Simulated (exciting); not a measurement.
# Ag (Fm-3m) in exciting: further runs, part 2 of 2

exciting (release sodium).

## (3) Band structure, BLYP

The input, input.xml:

```xml
<input>
  <title>Ag</title>
  <structure speciespath="./" tshift="false">
    <crystal scale="1">
      <basevect>0.000000000000 3.860238041079 3.860238041079</basevect>
      <basevect>3.860238041079 0.000000000000 3.860238041079</basevect>
      <basevect>3.860238041079 3.860238041079 0.000000000000</basevect>
    </crystal>
    <species speciesfile="Ag.xml" rmt="2.3">
      <atom coord="0.000000000000 0.000000000000 0.000000000000"/>
    </species>
  </structure>
  <groundstate do="fromscratch" ngridk="11 11 11" rgkmax="9" gmaxvr="14" lmaxapw="10" lmaxmat="10" lmaxvr="8" stype="Fermi Dirac" swidth="0.00183747" nempty="12" ValenceRelativity="iora*" epsengy="1e-05" epspot="1e-05" maxscl="60" outputlevel="normal">
    <libxc exchange="XC_GGA_X_B88" correlation="XC_GGA_C_LYP"/>
  </groundstate>
  <properties>
    <bandstructure>
      <plot1d>
        <path steps="80">
          <point coord="0 0 0" label="G"/>
          <point coord="0.5 0 0.5" label="X"/>
          <point coord="0.5 0.25 0.75" label="W"/>
          <point coord="0.375 0.375 0.75" label="K"/>
          <point coord="0 0 0" label="G"/>
          <point coord="0.5 0.5 0.5" label="L"/>
          <point coord="0.625 0.25 0.625" label="U"/>
          <point coord="0.5 0.25 0.75" label="W"/>
          <point coord="0.5 0.5 0.5" label="L"/>
          <point coord="0.375 0.375 0.75" label="K" breakafter="true"/>
          <point coord="0.625 0.25 0.625" label="U"/>
          <point coord="0.5 0 0.5" label="X"/>
        </path>
      </plot1d>
    </bandstructure>
    <dos nwdos="300" winddos="-0.6 0.5" inttype="tetra" ngrdos="100" nsmdos="1"/>
  </properties>
</input>
```

Potentials or basis: all-electron LAPW+lo, shipped species files, valence relativity iora*.

The run is started by

```console
OMP_NUM_THREADS=1 exciting_smp
```

INFO.OUT:

```text
================================================================================
EXCITING SODIUM started
[... 10 lines left out ...]

 Lattice vectors (cartesian) :
      0.0000000000      3.8602380411      3.8602380411
      3.8602380411      0.0000000000      3.8602380411
      3.8602380411      3.8602380411      0.0000000000

 Reciprocal lattice vectors (cartesian) :
     -0.8138339191      0.8138339191      0.8138339191
      0.8138339191     -0.8138339191      0.8138339191
      0.8138339191      0.8138339191     -0.8138339191

 Unit cell volume                           :     115.0461936135
 Brillouin zone volume                      :       2.1560923108

 Species :    1 (Ag)
     parameters loaded from                 :    Ag.xml
     name                                   :    silver
     nuclear charge                         :     -47.00000000
     electronic charge                      :      47.00000000
     atomic mass                            :  196631.69970000
     muffin-tin radius                      :       2.30000000
     # of radial points in muffin-tin       :     400

     atomic positions (lattice) :
       1 :   0.00000000  0.00000000  0.00000000

 Total number of atoms per unit cell        :       1

 Spin treatment                             :    spin-unpolarised

 Number of Bravais lattice symmetries       :      48
 Number of crystal symmetries               :      48

 k-point grid                               :      11   11   11
 Total number of k-points                   :      56
 k-point set is reduced with crystal symmetries

 R^MT_min * |G+k|_max (rgkmax)              :       9.00000000
 Species with R^MT_min                      :       1 (Ag)
 Maximum |G+k| for APW functions            :       3.91304348
 Maximum |G| for potential and density      :      14.00000000

 G-vector grid sizes                        :      25    25    25
 Total number of G-vectors                  :    5209

 Maximum angular momentum used for
     APW functions                          :      10
     computing H and O matrix elements      :      10
     potential and density                  :       8
     inner part of muffin-tin               :       2

 Total nuclear charge                       :     -47.00000000
 Total electronic charge                    :      47.00000000
 Total core charge                          :      28.00000000
 Total valence charge                       :      19.00000000

 Number of empty states                     :      12
 Total number of valence states             :      22

 Maximum Hamiltonian size                   :     138
 Maximum number of plane-waves              :     125
 Total number of local-orbitals             :      13

 Exchange-correlation type                  :     100
     libxc; exchange: Becke 88; correlation: Lee, Yang & Parr (see libxc for references)

 Smearing scheme                            :    Fermi-Dirac
[... 19 lines left out ...]
+ SCF iteration number :    1                                                  +
++++++++++++++++++++++++++++++++++++++++++++++++++++++++++++++++++++++++++++++++
 Total energy                               :     -5310.92217182
 _______________________________________________________________
 Fermi energy                               :         0.35182187
 Kinetic energy                             :      5568.81609493
 Coulomb energy                             :    -10729.86649248
 Exchange energy                            :      -147.46586533
 Correlation energy                         :        -2.40590894

 DOS at Fermi energy (states/Ha/cell)       :         9.04109143

 Electron charges :
     core                                   :        28.00000000
     core leakage                           :         0.00000003
     valence                                :        19.00000000
     interstitial                           :         1.83171395
     charge in muffin-tin spheres :
                  atom     1    Ag          :        45.16828605
     total charge in muffin-tins            :        45.16828605
     total charge                           :        47.00000000

++++++++++++++++++++++++++++++++++++++++++++++++++++++++++++++++++++++++++++++++
+ SCF iteration number :    2                                                  +
++++++++++++++++++++++++++++++++++++++++++++++++++++++++++++++++++++++++++++++++
 Total energy                               :     -5316.20179677
 _______________________________________________________________
 Fermi energy                               :         0.34454623
 Kinetic energy                             :      5565.78942562
 Coulomb energy                             :    -10731.96894441
 Exchange energy                            :      -147.61501831
 Correlation energy                         :        -2.40725968

 DOS at Fermi energy (states/Ha/cell)       :        11.36149767

 Electron charges :
     core                                   :        28.00000000
     core leakage                           :         0.00000003
     valence                                :        19.00000000
     interstitial                           :         1.75567795
     charge in muffin-tin spheres :
                  atom     1    Ag          :        45.24432205
     total charge in muffin-tins            :        45.24432205
     total charge                           :        47.00000000
[... 244 lines left out ...]
 RMS change in effective potential (target) :  0.118372E-07  ( 0.100000E-04)
 Absolute change in total energy   (target) :  0.386356E-05  ( 0.100000E-04)
 Charge distance                   (target) :  0.345512E-08  ( 0.100000E-04)

++++++++++++++++++++++++++++++++++++++++++++++++++++++++++++++++++++++++++++++++
+ SCF iteration number :   12                                                  +
++++++++++++++++++++++++++++++++++++++++++++++++++++++++++++++++++++++++++++++++
 Total energy                               :     -5317.86416469
 _______________________________________________________________
 Fermi energy                               :         0.33299431
 Kinetic energy                             :      5564.26290487
 Coulomb energy                             :    -10732.06006215
 Exchange energy                            :      -147.65925246
 Correlation energy                         :        -2.40775495

 DOS at Fermi energy (states/Ha/cell)       :        12.98400862

 Electron charges :
     core                                   :        28.00000000
     core leakage                           :         0.00000003
     valence                                :        19.00000000
     interstitial                           :         1.72049978
     charge in muffin-tin spheres :
                  atom     1    Ag          :        45.27950022
     total charge in muffin-tins            :        45.27950022
     total charge                           :        47.00000000

 RMS change in effective potential (target) :  0.352540E-08  ( 0.100000E-04)
 Absolute change in total energy   (target) :  0.875050E-06  ( 0.100000E-04)
 Charge distance                   (target) :  0.604516E-09  ( 0.100000E-04)

++++++++++++++++++++++++++++++++++++++++++++++++++++++++++++++++++++++++++++++++
| Convergency criteria checked for the last 2 iterations                       +
| Convergence targets achieved. Performing final SCF iteration                 +
++++++++++++++++++++++++++++++++++++++++++++++++++++++++++++++++++++++++++++++++
 Total energy                               :     -5317.86416445
 _______________________________________________________________
 Fermi energy                               :         0.33299431
 Kinetic energy                             :      5564.26290497
 Coulomb energy                             :    -10732.06006202
 Exchange energy                            :      -147.65925245
 Correlation energy                         :        -2.40775495

 DOS at Fermi energy (states/Ha/cell)       :        12.98400920

 Electron charges :
     core                                   :        28.00000000
     core leakage                           :         0.00000003
     valence                                :        19.00000000
     interstitial                           :         1.72049979
     charge in muffin-tin spheres :
                  atom     1    Ag          :        45.27950021
     total charge in muffin-tins            :        45.27950021
     total charge                           :        47.00000000

++++++++++++++++++++++++++++++++++++++++++++++++++++++++++++++++++++++++++++++++
[... 12 lines left out ...]
| EXCITING SODIUM stopped                                                      =
================================================================================
```

Run time: 26 s. Hardware: 1 thread of Arm Neoverse V1, shared host; peak memory 0.1 GiB.

What came out:

| Quantity | Value |
| --- | --- |
| Free energy | -144706.4594 eV |
| Band gap on the k mesh | none (metal or under the smearing width) |
| All electrons inside the program's atomic spheres | Ag 45.28 (radii Ag 2.3 bohr) |

Levels at the corners of the path, in eV from the Fermi level:
| point | band 6 | band 7 | band 8 | band 9 | band 10 | band 11 | band 12 | band 13 |
| --- | --- | --- | --- | --- | --- | --- | --- | --- |
| Γ | -5.21 | -5.21 | -5.21 | -4.18 | -4.18 | 15.87 | 19.22 | 19.22 |
| X | -6.69 | -3.41 | -3.17 | -3.17 | 1.37 | 6.38 | 10.31 | 10.31 |
| W | -5.46 | -5.46 | -4.17 | -3.17 | 5.70 | 5.70 | 6.48 | 8.11 |
| K | -5.95 | -4.46 | -3.96 | -3.45 | 4.04 | 4.91 | 6.86 | 12.43 |
| Γ | -5.21 | -5.21 | -5.21 | -4.18 | -4.18 | 15.87 | 19.22 | 19.22 |
| L | -5.24 | -5.24 | -3.38 | -3.38 | -0.56 | 3.20 | 15.18 | 17.37 |
| U | -5.95 | -4.46 | -3.96 | -3.45 | 4.04 | 4.91 | 6.86 | 12.43 |
| W | -5.46 | -5.46 | -4.17 | -3.17 | 5.70 | 5.70 | 6.48 | 8.11 |
| L | -5.24 | -5.24 | -3.38 | -3.38 | -0.56 | 3.20 | 15.18 | 17.37 |
| K | -5.95 | -4.46 | -3.96 | -3.45 | 4.04 | 4.91 | 6.86 | 12.43 |
| U | -5.95 | -4.46 | -3.96 | -3.45 | 4.04 | 4.91 | 6.86 | 12.43 |
| X | -6.69 | -3.41 | -3.17 | -3.17 | 1.37 | 6.38 | 10.31 | 10.31 |

States per cell in windows of 0.5 eV (zero at the Fermi level; states under -8 eV left out):
```csv
from (eV),total
-8.0,0.03
-7.5,0.05
-7.0,0.49
-6.5,1.57
-6.0,1.20
-5.5,1.50
-5.0,1.46
-4.5,1.56
-4.0,1.45
-3.5,0.96
-3.0,0.10
-2.5,0.11
-2.0,0.11
-1.5,0.11
-1.0,0.12
-0.5,0.13
0.0,0.13
0.5,0.13
1.0,0.13
1.5,0.13
2.0,0.12
2.5,0.10
3.0,0.12
3.5,0.17
4.0,0.15
4.5,0.16
5.0,0.15
5.5,0.14
6.0,0.14
6.5,0.18
7.0,0.25
7.5,0.20
```

Caveat: the log's total energy holds no entropy term; the free energy is that total less TS from the occupations; the tetrahedron DOS on this energy grid can lose part of the weight of narrow d or f bands.

## (4) The reference run

An earlier run on the cell as given: functional PBE; potentials or basis all-electron LAPW+lo, shipped species files, valence relativity iora*; rgkmax 9; k mesh 11 × 11 × 11; occupations fermi-dirac, width 0.05 eV; no spin polarisation.

- Band gap on the k mesh: none (metal or under the smearing width)
- All electrons inside the program's atomic spheres: Ag 45.25 (radii Ag 2.3 bohr)

## (5) Summary

```csv
task,level,outputlevel,gap on the mesh (eV)
band structure,revPBE,high,none
band structure,BLYP,normal,none
single point,PBE,-,none
```

Alike in all rows: potentials or basis all-electron LAPW+lo, shipped species files, valence relativity iora*; no spin polarisation; cell as given; k mesh 11 × 11 × 11; smearing fermi-dirac 0.05 eV; rgkmax 9.

Every run on the cell as given and a fine mesh finds a metal.

Caveats: the free energy is that total less TS from the occupations; the tetrahedron DOS on this energy grid can lose part of the weight of narrow d or f bands (some runs).

Compare energies only between runs with the same functional and basis.
